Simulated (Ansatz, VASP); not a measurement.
# BeTe in VASP and in Ansatz

```
Be Te
1.0
     0.00000    2.82862    2.82862
     2.82862    0.00000    2.82862
     2.82862    2.82862    0.00000
Be Te
1 1
Direct
  0.00000 0.00000 0.00000
  0.25000 0.25000 0.25000
```

Alike in both runs: task single point; functional HSE06; k mesh 4 × 4 × 4; no spin polarisation.

|  | VASP | Ansatz |
| --- | --- | --- |
| version | VASP 6.6.1 | Ansatz 0.2.0 |
| potentials or method | VASP PAW PBE potentials, release 64 (Be, Te) | plane waves, PAW |
| plane-wave cutoff (eV) | 520 | 420 |
| occupations | gaussian, width 0.01 eV | fixed |
| valence electrons in the cell | 8 | 18 |

```tsv
	VASP	Ansatz	Ansatz less VASP
gap on the k mesh at the Fermi level (eV)	2.69	2.71	+0.021
pressure (GPa)	-0.5	-0.4	+0.12
```

The two sets of potentials don't hold the same shells in valence. Ansatz warned: «stress_exchange_threshold_loose».

Caveats: the k mesh is coarse (spacing up to 0.48 Å⁻¹), so the values aren't converged, least of all with exact exchange; the PAW data sets were made with another functional, which shifts forces and pressure a little (VASP); spin-orbit coupling is left out, which moves the levels of the heavy elements. A k mesh can miss the band edges.
